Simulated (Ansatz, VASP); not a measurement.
C in VASP and in Ansatz

The input INCAR:

```
SYSTEM = C
  ALGO = Normal
  EDIFF = 1E-6
  ENCUT = 600
  GGA = PE
  ISIF = 2
  ISMEAR = -1
  LASPH = .TRUE.
  LCHARG = .FALSE.
  LREAL = .FALSE.
  LWAVE = .FALSE.
  NELM = 60
  PREC = Accurate
  SIGMA = 0.05
```

The input KPOINTS:

```
k-points
0
G
  12 12 4
  0 0 0
```

POSCAR

```
C
1.0
    2.5221000000      0.0000000000      0.0000000000
   -1.2610500000      2.1842026709      0.0000000000
    0.0000000000      0.0000000000      8.2371000000
C
8
Direct
    0.6666666667      0.3333333333      0.8437500000
    0.3333333333      0.6666666667      0.3437500000
    0.6666666667      0.3333333333      0.6562500000
    0.3333333333      0.6666666667      0.1562500000
    0.0000000000      0.0000000000      0.9062500000
    0.0000000000      0.0000000000      0.4062500000
    0.0000000000      0.0000000000      0.5937500000
    0.0000000000      0.0000000000      0.0937500000
```

KPOINTS_OPT

```
path GMKGALHA,LM,KH
20
line-mode
reciprocal
 0.0000000000  0.0000000000  0.0000000000  G
 0.5000000000  0.0000000000  0.0000000000  M

 0.5000000000  0.0000000000  0.0000000000  M
 0.3333333333  0.3333333333  0.0000000000  K

 0.3333333333  0.3333333333  0.0000000000  K
 0.0000000000  0.0000000000  0.0000000000  G

 0.0000000000  0.0000000000  0.0000000000  G
 0.0000000000  0.0000000000  0.5000000000  A

 0.0000000000  0.0000000000  0.5000000000  A
 0.5000000000  0.0000000000  0.5000000000  L

 0.5000000000  0.0000000000  0.5000000000  L
 0.3333333333  0.3333333333  0.5000000000  H

 0.3333333333  0.3333333333  0.5000000000  H
 0.0000000000  0.0000000000  0.5000000000  A

 0.5000000000  0.0000000000  0.5000000000  L
 0.5000000000  0.0000000000  0.0000000000  M

 0.3333333333  0.3333333333  0.0000000000  K
 0.3333333333  0.3333333333  0.5000000000  H
```

input.yaml

```yaml
crystal:
  lattice:
    - [2.5221, 0.0, 0.0]
    - [-1.26105, 2.1842026709, 0.0]
    - [0.0, 0.0, 8.2371]
  atoms:
    - { symbol: C, position: [0.6666666667, 0.3333333333, 0.84375] }
    - { symbol: C, position: [0.3333333333, 0.6666666667, 0.34375] }
    - { symbol: C, position: [0.6666666667, 0.3333333333, 0.65625] }
    - { symbol: C, position: [0.3333333333, 0.6666666667, 0.15625] }
    - { symbol: C, position: [0.0, 0.0, 0.90625] }
    - { symbol: C, position: [0.0, 0.0, 0.40625] }
    - { symbol: C, position: [0.0, 0.0, 0.59375] }
    - { symbol: C, position: [0.0, 0.0, 0.09375] }
hamiltonian:
  xc: pbe
  pseudopotentials: { kind: paw }
kpoints:
  mp_grid: { grid: [12, 12, 4] }
  band_path:
    path:
      - [[0.0, 0.0, 0.0], [0.5, 0.0, 0.0], [0.3333333333, 0.3333333333, 0.0], [0.0, 0.0, 0.0], [0.0, 0.0, 0.5], [0.5, 0.0, 0.5], [0.3333333333, 0.3333333333, 0.5], [0.0, 0.0, 0.5]]
      - [[0.5, 0.0, 0.5], [0.5, 0.0, 0.0]]
      - [[0.3333333333, 0.3333333333, 0.0], [0.3333333333, 0.3333333333, 0.5]]
    npoints: 10
scf:
  occupations: { method: fermi_dirac, width: 0.05 }
  n_extra_bands: 20
output:
  forces: true
  stress: true
  eigenvalues: true
  fatbands: false
```

This is a hexagonal form of diamond, not graphite.

Alike in both runs: task band structure; functional PBE; k mesh 12 × 12 × 4; occupations fermi-dirac, width 0.05 eV; no spin polarisation.

```csv
,VASP,Ansatz
version,VASP 6.6.1,Ansatz 0.2.0
potentials or method,"VASP PAW PBE potentials, release 64 (C_GW)",Ansatz PAW
plane-wave cutoff (eV),600,420
valence electrons in the cell,32,32
```

VASP gave:

| Quantity | Value |
| --- | --- |
| gap on the k mesh at the Fermi level (eV) | 4.41 |
| least direct gap on the mesh (eV) | 5.19 |
| gap along the band path (eV) | 4.41 |
| pressure (GPa) | 2.1 |
| largest component of the traceless stress (GPa) | 8.20 |
| rms of the force components (eV/Å) | 0.187 |

Problem. What did Ansatz give for the same quantities?

Solution. gap on the k mesh at the Fermi level (eV): 4.42; least direct gap on the mesh (eV): 5.19; gap along the band path (eV): 4.42; pressure (GPa): 2.3; largest component of the traceless stress (GPa): 8.20; rms of the force components (eV/Å): 0.187.

Atom by atom the forces differ by 0.001 eV/Å (rms over components). The functional is the same, so the differences come from potentials, cutoffs and numerics.

Caveats: the pressure holds a Pulay correction of +1.0 GPa for the finite cutoff (Ansatz). As with any semilocal functional, this PBE gap is likely too small.
